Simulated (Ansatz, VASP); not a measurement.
## TiO2 in VASP and in Ansatz

```
Ti O
1.0
     0.00000    2.34790    2.34790
     2.34790    0.00000    2.34790
     2.34790    2.34790    0.00000
Ti O
1 2
Direct
  0.00000 0.00000 0.00000
  0.25000 0.25000 0.25000
  0.75000 0.75000 0.75000
```

Alike in both runs: task single point; functional r2SCAN; k mesh 8 × 8 × 8; no spin polarisation.

|  | VASP | Ansatz |
| --- | --- | --- |
| version | VASP 6.6.1 | Ansatz 0.2.0 |
| potentials or method | VASP PAW PBE potentials, release 64 (Ti_sv, O) | plane waves, PAW |
| plane-wave cutoff (eV) | 520 | 500 |
| occupations | gaussian, width 0.01 eV | fixed |
| valence electrons in the cell | 24 | 24 |

|  | VASP | Ansatz | Ansatz less VASP |
| --- | --- | --- | --- |
| gap on the k mesh at the Fermi level (eV) | 1.61 | 1.57 | -0.039 |
| pressure (GPa) | 21.4 | 19.5 | -1.93 |

Caveats: so large a pressure means that the cell lies far from this level's equilibrium, or that cutoff or potentials fall short (VASP); the potentials were made for another functional, which shifts forces and pressure (VASP). r2SCAN opens gaps a little over a GGA but as a rule still falls short of measured ones. A k mesh can miss the band edges.
